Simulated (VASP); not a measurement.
# W in VASP: relaxation of the atoms with PBE

Aim: the relaxation of the atoms of W with PBE.

Everything below comes from runs of VASP 6.6.1. Logs are shortened: lines on timing, memory, paths and dates and some standing lists are left out, and cuts for length are marked.

### 1 Starting point

The cell holds a slab with vacuum, 11 atoms: a = 3.165 Å, b = 3.165 Å, c = 29.825 Å, α = 90.00°, β = 90.00°, γ = 90.00°.

The cell was built by a generator and needn't be a form met in nature.

### 2 Relaxation of the atoms, PBE

INCAR

```
SYSTEM = W
PREC     = Accurate       ! precision mode
ENCUT    = 520            ! plane-wave cutoff, eV
EDIFF    = 1E-6           ! SCF threshold, eV
ISMEAR   = 1              ! smearing method
SIGMA    = 0.1            ! smearing width, eV
LREAL    = .FALSE.        ! projectors in reciprocal space
LASPH    = .TRUE.         ! aspherical terms in the spheres
NELM     = 80             ! most SCF steps
ALGO     = Fast           ! electronic algorithm
ISIF     = 2              ! what is computed and relaxed
LWAVE    = .FALSE.        ! write WAVECAR
LCHARG   = .FALSE.        ! write CHGCAR
GGA      = PE             ! functional
IBRION   = 2              ! ionic algorithm
NSW      = 40             ! ionic steps
EDIFFG   = -0.01          ! ionic threshold
KPAR     = 4
```

KPOINTS

```
Automatic mesh
0
G
  14 14 1
  0 0 0
```

POSCAR

```
W
1.0
    3.1650000000      0.0000000000      0.0000000000
    0.0000000000      3.1650000000      0.0000000000
    0.0000000000      0.0000000000     29.8250000000
W
11
Direct
    0.0000000000      0.0000000000      0.2347024308
    0.5000000000      0.5000000000      0.2877619447
    0.0000000000      0.0000000000      0.3408214585
    0.5000000000      0.5000000000      0.3938809723
    0.0000000000      0.0000000000      0.4469404862
    0.5000000000      0.5000000000      0.5000000000
    0.0000000000      0.0000000000      0.5530595138
    0.5000000000      0.5000000000      0.6061190277
    0.0000000000      0.0000000000      0.6591785415
    0.5000000000      0.5000000000      0.7122380553
    0.0000000000      0.0000000000      0.7652975692
```

Potentials or basis: VASP PAW PBE potentials, release 64 (W_sv).

The run is started by

```bash
cat potpaw_PBE.64/W_sv/POTCAR > POTCAR
mpirun -np 4 vasp_std > vasp.out
```

OUTCAR:

```text
SYSTEM = W
   PREC = Accurate
   ENCUT = 520
   EDIFF = 1E-6
   ISMEAR = 1
   LREAL = .FALSE.
   LASPH = .TRUE.
   NELM = 80
   ISIF = 2
   GGA = PE
   IBRION = 2
   NSW = 40
   EDIFFG = -0.01

 ion  position               nearest neighbor table
   1  0.000  0.000  0.235-   2 2.74   2 2.74   2 2.74   2 2.74   3 3.17
   2  0.500  0.500  0.288-   3 2.74   3 2.74   3 2.74   3 2.74   1 2.74   1 2.74   1 2.74   1 2.74
                             4 3.16
   3  0.000  0.000  0.341-   2 2.74   4 2.74   2 2.74   4 2.74   2 2.74   4 2.74   2 2.74   4 2.74
                             5 3.17   1 3.17
   4  0.500  0.500  0.394-   3 2.74   3 2.74   3 2.74   3 2.74   5 2.74   5 2.74   5 2.74   5 2.74
                             2 3.16   6 3.17
   5  0.000  0.000  0.447-   6 2.74   6 2.74   6 2.74   6 2.74   4 2.74   4 2.74   4 2.74   4 2.74
                             7 3.16   3 3.17
   6  0.500  0.500  0.500-   5 2.74   7 2.74   5 2.74   7 2.74   5 2.74   7 2.74   5 2.74   7 2.74
                             4 3.17   8 3.17
   7  0.000  0.000  0.553-   6 2.74   6 2.74   6 2.74   6 2.74   8 2.74   8 2.74   8 2.74   8 2.74
                             5 3.16   9 3.17
   8  0.500  0.500  0.606-   9 2.74   9 2.74   9 2.74   9 2.74   7 2.74   7 2.74   7 2.74   7 2.74
                            10 3.16   6 3.17
   9  0.000  0.000  0.659-   8 2.74  10 2.74   8 2.74  10 2.74   8 2.74  10 2.74   8 2.74  10 2.74
                             7 3.17  11 3.17
  10  0.500  0.500  0.712-   9 2.74   9 2.74   9 2.74   9 2.74  11 2.74  11 2.74  11 2.74  11 2.74
                             8 3.16
  11  0.000  0.000  0.765-  10 2.74  10 2.74  10 2.74  10 2.74   9 3.17

  LATTYP: Found a simple tetragonal cell.
 ALAT       =     3.1650000000
 C/A-ratio  =     9.4233807267

  Lattice vectors:

 A1 = (   3.1650000000,   0.0000000000,   0.0000000000)
 A2 = (   0.0000000000,   3.1650000000,   0.0000000000)
 A3 = (   0.0000000000,   0.0000000000,  29.8250000000)

Analysis of symmetry for initial positions (statically):
=====================================================================
 Subroutine PRICEL returns:
 Original cell was already a primitive cell.

 Routine SETGRP: Setting up the symmetry group for a
 simple tetragonal supercell.

 Subroutine GETGRP returns: Found 16 space group operations
 (whereof 16 operations were pure point group operations)
 out of a pool of 16 trial point group operations.

The static configuration has the point symmetry D_4h.

Analysis of symmetry for dynamics (positions and initial velocities):
=====================================================================
 Subroutine PRICEL returns:
 Original cell was already a primitive cell.

 Routine SETGRP: Setting up the symmetry group for a
 simple tetragonal supercell.

 Subroutine GETGRP returns: Found 16 space group operations
 (whereof 16 operations were pure point group operations)
 out of a pool of 16 trial point group operations.

The dynamic configuration has the point symmetry D_4h.

 Subroutine INISYM returns: Found 16 space group operations
 (whereof 16 operations are pure point group operations),
 and found     1 'primitive' translations

----------------------------------------------------------------------------------------

                                     Primitive cell

  volume of cell :     298.7637

  direct lattice vectors                    reciprocal lattice vectors
     3.165000000  0.000000000  0.000000000     0.315955766  0.000000000  0.000000000
     0.000000000  3.165000000  0.000000000     0.000000000  0.315955766  0.000000000
     0.000000000  0.000000000 29.825000000     0.000000000  0.000000000  0.033528919

  length of vectors
     3.165000000  3.165000000 29.825000000     0.315955766  0.315955766  0.033528919

  position of ions in fractional coordinates (direct lattice)
     0.000000000  0.000000000  0.234702431
     0.500000000  0.500000000  0.287761945
     0.000000000  0.000000000  0.340821459
     0.500000000  0.500000000  0.393880972
     0.000000000  0.000000000  0.446940486
     0.500000000  0.500000000  0.500000000
     0.000000000  0.000000000  0.553059514
     0.500000000  0.500000000  0.606119028
     0.000000000  0.000000000  0.659178541
     0.500000000  0.500000000  0.712238055
[... 39 lines left out ...]

 Found     36 irreducible k-points:

 Following reciprocal coordinates:
            Coordinates               Weight
  0.000000  0.000000  0.000000      1.000000
  0.071429  0.000000  0.000000      4.000000
  0.142857  0.000000  0.000000      4.000000
  0.214286  0.000000  0.000000      4.000000
  0.285714  0.000000  0.000000      4.000000
  0.357143  0.000000  0.000000      4.000000
[... 16 lines left out ...]
  0.285714  0.214286  0.000000      8.000000
  0.357143  0.214286  0.000000      8.000000
 [... further k-points ...]
   k-points           NKPTS =     36   k-points in BZ     NKDIM =     36   number of bands    NBANDS=     92
   number of dos      NEDOS =    301   number of ions     NIONS =     11
   total plane-waves  NPLWV = 129024
   dimension x,y,z NGX =    24 NGY =   24 NGZ =  224
   dimension x,y,z NGXF=    48 NGYF=   48 NGZF=  448
   ions per type =              11
   NGX,Y,Z   is equivalent  to a cutoff of  12.61, 12.61, 12.49 a.u.
   NGXF,Y,Z  is equivalent  to a cutoff of  25.21, 25.21, 24.97 a.u.
 SYSTEM =  W
   PREC   = accura    normal or accurate (medium, high low for compatibility)
   ISTART =      0    job   : 0-new  1-cont  2-samecut
   ICHARG =      2    charge: 1-file 2-atom 10-const
   ISPIN  =      1    spin polarized calculation?
   LNONCOLLINEAR =      F non collinear calculations
   LSORBIT =      F    spin-orbit coupling
   LASPH  =      T    aspherical Exc in radial PAW
   ENCUT  =  520.0 eV  38.22 Ry    6.18 a.u.   5.88  5.88 55.45*2*pi/ulx,y,z
   NELM   =     80;   NELMIN=  2; NELMDL= -5     # of ELM steps
   EDIFF  = 0.1E-05   stopping-criterion for ELM
   LREAL  =      F    real-space projection
   EDIFFG = -.1E-01   stopping-criterion for IOM
   NSW    =     40    number of steps for IOM
   IBRION =      2    ionic relax: 0-MD 1-quasi-New 2-CG
   NFREE  =      1    steps in history (QN), initial steepest desc. (CG)
   ISIF   =      2    stress and relaxation
   ISYM   =      2    0-nonsym 1-usesym 2-fastsym
   POTIM  = 0.5000    time-step for ionic-motion
   TEBEG  =    0.0;   TEEND  =   0.0 temperature during run
   PSTRESS=    0.0 pullay stress
   NELECT =     154.0000    total number of electrons
   NUPDOWN=      -1.0000    fix difference up-down
   EMIN   =  10.00;   EMAX   =-10.00  energy-range for DOS
   EFERMI =   0.00;   METHOD = LEGACY
   ISMEAR =     1;   SIGMA  =   0.10  broadening in eV -4-tet -1-fermi 0-gaus
   EFERMI_NEDOS =   21; number of points for ismear=-14 and -15
   IALGO  =     68    algorithm
   IMIX   =      4    mixing-type and parameters
     AMIX     =   0.40;   BMIX     =  1.00
     AMIX_MAG =   1.60;   BMIX_MAG =  1.00
  volume/ion in A,a.u.               =      27.16       183.29
  Fermi-wavevector in a.u.,A,eV,Ry     =   1.312620  2.480493 23.442457  1.722972
  Thomas-Fermi vector in A             =   2.443000
   LORBIT       =      0    0 simple, 1 ext, 2 COOP (PROOUT), +10 PAW based schemes
   GGA     = PE    functional components
   LHFCALC =     F    Hartree Fock is set to
   AEXX    =    0.0000 exact exchange contribution
   IVDW    =     0    specifies the selected vdW correction
   LEPSILON=     F    determine dielectric tensor
   LRPA    =     F    only Hartree local field effects (RPA)
 conjugate gradient relaxation of ions
 non-spin polarized calculation
 RMM-DIIS sequential band-by-band and
 Methfessel and Paxton  Order N= 1 SIGMA  =   0.10
  energy-cutoff  :      520.00
  volume of cell :      298.76
 maximum number of plane-waves:      8126
 NGX is ok and might be reduce to    24
   NGX = 11   NGY = 11   NGZ =111

--------------------------------------- Ionic step        1  -------------------------------------------

 number of electron     153.9999991 magnetization

 Free energy of the ion-electron system (eV)
  ---------------------------------------------------
  ext. energy  EPLUGINS =         0.00000000
  ---------------------------------------------------
  free energy    TOTEN  =      -137.15325776 eV

  energy without entropy =     -137.14509872  energy(sigma->0) =     -137.15053808

------------------------ aborting loop because EDIFF is reached ----------------------------------------

  FORCE on cell =-STRESS in cart. coord.  units (eV):
  Direction    XX          YY          ZZ          XY          YZ          ZX
  --------------------------------------------------------------------------------------
  -------------------------------------------------------------------------------------
  Total       -2.9472177     -2.9472177     -0.1306788      0.0000000      0.0000000     -0.0000000
  in kB      -15.8050153    -15.8050153     -0.7007900      0.0000000      0.0000000     -0.0000000
  external PRESSURE =     -10.7702736 kB  Pullay stress =       0.0000000 kB
[... 116 lines left out ...]
  FREE ENERGIE OF THE ION-ELECTRON SYSTEM (eV)
  ---------------------------------------------------
  free  energy   TOTEN  =      -137.4208505687 eV

  energy  without entropy=     -137.4206193647  energy(sigma->0) =     -137.42077350

[... ionic steps 4 to 12 ...]

--------------------------------------- Ionic step       13  -------------------------------------------

 number of electron     153.9999988 magnetization

------------------------ aborting loop because EDIFF is reached ----------------------------------------
[... 85 lines left out ...]
--------------------------------------- Ionic step       15  -------------------------------------------

 number of electron     153.9999988 magnetization

 Free energy of the ion-electron system (eV)
  ---------------------------------------------------
  ext. energy  EPLUGINS =         0.00000000
  ---------------------------------------------------
  free energy    TOTEN  =      -137.44319199 eV

  energy without entropy =     -137.44326792  energy(sigma->0) =     -137.44321730

 E-fermi :   4.9652     XC(G=0):  -8.7527

 val. band max:        4.9606897656   @ k =   0.2857   0.2857   0.0000
 cond. band min:       4.9652911229   @ k =   0.4286   0.1429   0.0000
 fundamental gap:      0.0046013573
 Fermi energy:         4.9652005361

 k-point     1 :       0.0000    0.0000    0.0000
  band No.  band energies     occupation
      1     -69.1713      2.00000
      2     -69.1286      2.00000
      3     -69.0724      2.00000
      4     -69.0658      2.00000
      5     -68.9870      2.00000
      6     -68.9115      2.00000
[... 2197 lines left out ...]
     88       7.2442      0.00000
     89       7.4076      0.00000

 [... further k-points ...]

 [bands above 89 left out]

------------------------ aborting loop because EDIFF is reached ----------------------------------------

  FORCE on cell =-STRESS in cart. coord.  units (eV):
  Direction    XX          YY          ZZ          XY          YZ          ZX
  --------------------------------------------------------------------------------------
  -------------------------------------------------------------------------------------
  Total        0.6751688      0.6751688     -0.1129483      0.0000000      0.0000000      0.0000000
  in kB        3.6207209      3.6207209     -0.6057069      0.0000000      0.0000000      0.0000000
  external PRESSURE =       2.2119116 kB  Pullay stress =       0.0000000 kB
[... 26 lines left out ...]
  FREE ENERGIE OF THE ION-ELECTRON SYSTEM (eV)
  ---------------------------------------------------
  free  energy   TOTEN  =      -137.4431919907 eV

  energy  without entropy=     -137.4432679217  energy(sigma->0) =     -137.44321730

 reached required accuracy - stopping structural energy minimisation
```

Run time: 33 min. Hardware: 4 MPI ranks of Intel Xeon Platinum 8488C (Sapphire Rapids), shared host; peak memory 0.83 GiB.

Results:

```yaml
Free_energy: -137.4432 eV
Energy_gained_by_relaxing: 26.4 meV/atom
Ionic_steps: 15
Largest_force_after_relaxing: 0.004 eV/Å
Band_gap_on_the_k_mesh: none (metal or under the smearing width)
```

Forces in eV/Å, atoms in the order of the input:
```
W    0.000  0.000  0.000
W    0.000  0.000  0.002
W    0.000  0.000 -0.002
W    0.000  0.000 -0.001
W    0.000  0.000 -0.004
W    0.000  0.000  0.000
W    0.000  0.000  0.004
W    0.000  0.000  0.001
W    0.000  0.000  0.002
W    0.000  0.000 -0.002
W    0.000  0.000  0.000
```

Step by step:
| step | energy change (eV) | largest force (eV/Å) | pressure (GPa) |
| --- | --- | --- | --- |
| 1 | 0.0000 | 1.6684 | -1.08 |
| 2 | -0.2659 | 0.4175 | 0.20 |
| 3 | -0.2676 | 0.4425 | 0.33 |
| 4 | -0.2846 | 0.2154 | 0.57 |
| 5 | -0.2847 | 0.2407 | 0.59 |
| 6 | -0.2886 | 0.0411 | 0.57 |
| 7 | -0.2886 | 0.0440 | 0.57 |
| 8 | -0.2889 | 0.0307 | 0.56 |
| 9 | -0.2890 | 0.0495 | 0.52 |
| 10 | -0.2891 | 0.0476 | 0.51 |
| 11 | -0.2894 | 0.0413 | 0.46 |
| 12 | -0.2897 | 0.0284 | 0.36 |
| 13 | -0.2898 | 0.0327 | 0.17 |
| 14 | -0.2899 | 0.0210 | 0.24 |
| 15 | -0.2899 | 0.0043 | 0.22 |

Final structure:
```yaml
crystal:
  lattice:
    - [3.16500, 0.00000, 0.00000]
    - [0.00000, 3.16500, 0.00000]
    - [0.00000, 0.00000, 29.82500]
  atoms:
    - { symbol: W, position: [0.00000, 0.00000, 0.23704] }
    - { symbol: W, position: [0.50000, 0.50000, 0.28456] }
    - { symbol: W, position: [0.00000, 0.00000, 0.33960] }
    - { symbol: W, position: [0.50000, 0.50000, 0.39262] }
    - { symbol: W, position: [0.00000, 0.00000, 0.44651] }
    - { symbol: W, position: [0.50000, 0.50000, 0.50000] }
    - { symbol: W, position: [0.00000, 0.00000, 0.55349] }
    - { symbol: W, position: [0.50000, 0.50000, 0.60738] }
    - { symbol: W, position: [0.00000, 0.00000, 0.66040] }
    - { symbol: W, position: [0.50000, 0.50000, 0.71544] }
    - { symbol: W, position: [0.00000, 0.00000, 0.76296] }
```

Levels at points of the mesh, in eV from the Fermi level:
```tsv
k point	band 73	band 74	band 75	band 76	band 77	band 78	band 79	band 80	band 81	band 82
(0.00, 0.00, 0.00)	-0.49	-0.47	-0.47	-0.23	-0.23	-0.22	-0.08	-0.08	0.02	0.51
(0.50, 0.00, 0.00)	-0.69	-0.34	-0.33	-0.21	-0.06	-0.04	0.34	0.57	0.75	1.21
(0.50, 0.50, 0.00)	-0.52	0.31	0.31	1.96	1.96	2.10	2.10	2.14	2.14	2.41
```
